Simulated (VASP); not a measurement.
CsBr, 2 atoms in the cell. It takes space group Pm-3m (No. 221, cubic). The conventional cell has a = 4.389 Å, b = 4.389 Å, c = 4.389 Å, α = 90.00°, β = 90.00°, γ = 90.00°. Around Cs (site symmetry m-3m) lie 8 Br at 3.80 Å. Around Br (site symmetry m-3m) lie 8 Cs at 3.80 Å. 

```yaml
Program: VASP 6.6.1
Task: density of states
Functional: PBE
Potentials_or_basis: VASP PAW PBE potentials, release 64 (Cs_sv, Br)
Cutoff: 520 eV
k_mesh: 6 × 6 × 6
Occupations: gaussian, width 0.02 eV
Spin: no spin polarisation
Dipole_correction: no
k_mesh_for_the_DOS: 9 × 9 × 9
Occupations_for_the_DOS: tetrahedron
Further_INCAR_settings: ALGO = Normal; EDIFF = 1e-06; NBANDS = 15
```

Potentials or basis: VASP PAW PBE potentials, release 64 (Cs_sv, Br).

Launch:

```bash
$ cat potpaw_PBE.64/Cs_sv/POTCAR potpaw_PBE.64/Br/POTCAR > POTCAR
$ cp INCAR.step1 INCAR
$ cp KPOINTS.step1 KPOINTS
$ mpirun -np 1 vasp_std > vasp.out
$ cp INCAR.step2 INCAR
$ cp KPOINTS.step2 KPOINTS
$ mpirun -np 1 vasp_std > vasp.out
```

Hardware: 1 thread of AMD EPYC 9R45 (Zen 5), on a shared host.

Q: Estimate the wall time of this run.

A: Run time: 26 s on 1 thread of AMD EPYC 9R45 (Zen 5), on a shared host, peak memory 0.18 GiB. Counts: scf iterations 7, k points 35.
